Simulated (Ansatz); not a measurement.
## N started midway between two neighbours in wurtzite AlN, 97 atoms, charge +1

All numbers come from Ansatz (PAW, plane waves, no spin–orbit coupling) at the single k point (¼, ¼, ¼) without its symmetry partners. The atoms were relaxed with PBEsol in a fixed cell; other functionals are single points on those atoms unless said otherwise. The valence top and gap of the host come from its small cell on a dense mesh, with the band extrema sought between the mesh points, lined up by the mean potential, PBEsol gap 4.09 eV, HSE06 gap 5.54 eV. The charge correction uses an assumed dielectric constant of 8.5.

Cell: a = 9.341 Å, b = 10.787 Å, c = 9.967 Å, α = 90.00°, β = 90.00°, γ = 90.00°.

Nearest atoms after relaxation, from the placed atom (for vacancies from the middle of the vacant sites): N at 1.29 Å, Al at 1.80 Å, Al at 1.93 Å, N at 2.55 Å, N at 2.58 Å, Al at 2.69 Å, Al at 2.71 Å, N at 2.74 Å.

Chemical potentials μ are those of reference phases of the elements at zero temperature by the same functional (the usual solids, diamond for C, grey Sn, and the molecules H2, N2, O2, F2, Cl2, Br2 and S8).

```
functional  E(defect) − E(host) − Σ nμ + q·E_VBM (eV)  monopole (eV)  alignment (eV)  formation energy at E_F = VBM (eV)  moment (μB)            wall time, shared host
    PBEsol                                       3.55           0.24            0.02                                3.81  0 (no spin)  35 s on NVIDIA H100 (relaxation)
     HSE06                                       3.35           0.24            0.03                                3.62  0 (no spin)               53 s on NVIDIA H100
```

HSE06 one-electron levels near the gap (the ten most localised at most), from the host's valence top, not corrected for the charge's images:

```tsv
level (eV)	spin	filling	atoms sharing it	element of the atom with most weight
-0.25	both	2.00	55.8	spread
-0.16	both	2.00	50.7	spread
0.67	both	2.00	5.1	N
2.33	both	0.00	3.8	N
```

The runs had no spin polarisation though PBEsol leaves holes or close levels at the Fermi level; a state of higher spin may be lower.

All elements are taken at their own reference at once; growth conditions in equilibrium with the host shift these energies, by up to the host's formation enthalpy.

One k point and a cell of this size can leave errors of several tenths of an eV in such numbers.
